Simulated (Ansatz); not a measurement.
**Strain response of SiO₂**

These are results of DFT r2SCAN, scalar-relativistic, plane waves, PAW (Ansatz 0.2.0), not measurements. Settings: 500 eV cutoff, 6×6×6 k-mesh, Gaussian smearing of 0.02 eV, no spin polarisation.

Reference structure (relaxed):

```xyz
12
Lattice="-2.6235 4.7755 4.4423 2.6235 -4.7755 4.4423 2.6235 4.7755 -4.4423" Properties=species:S:1:pos:R:3 pbc="T T T"
Si    0.0000    0.8079    7.5060
Si    0.0000    5.5834    1.3786
Si    2.6235    3.9676   -3.0637
Si    2.6235   -0.8079    3.0637
O     2.6235   -2.3878    3.3824
O     0.0000    7.1633    1.0599
O     1.3118    5.1846    2.2212
O     1.3118    4.3665   -2.2212
O     1.3118   -0.4091    2.2212
O    -1.3118    5.1846    2.2212
O     0.0000    0.0000    0.0000
O     0.0000    4.7755    0.0000
```

Deformation: biaxial strain in the a-b plane, with the length and tilt of c and the atoms relaxed, all within the symmetry that the strain leaves. Energies are extrapolated to zero smearing. Gaps are generalised Kohn–Sham gaps over the whole zone.

```tsv
strain (%)	ΔE (meV/atom)	a (Å)	b (Å)	c (Å)	gap (eV)
-2.0	-1.5	6.890	6.890	7.133	6.40
-1.0	-0.9	6.960	6.960	7.115	6.29
+0.0	0.0	7.030	7.030	7.030	6.18
+1.0	0.3	7.100	7.100	6.903	6.23
+2.0	4.4	7.171	7.171	6.912	6.19
```

Question: Is the energy a smooth function of strain over this range?

Answer: No: a cubic fit misses a point by 0.4 meV/atom, so the structure or its electronic state changes along the series.

Question: How fast does the gap move with strain on either side?

Answer: -115 meV per percent on the compressed side and 54 meV per percent on the stretched side; it is direct at -1.0 %, direct at zero and direct at +1.0 %.

This form isn't the usual stable structure of the compound.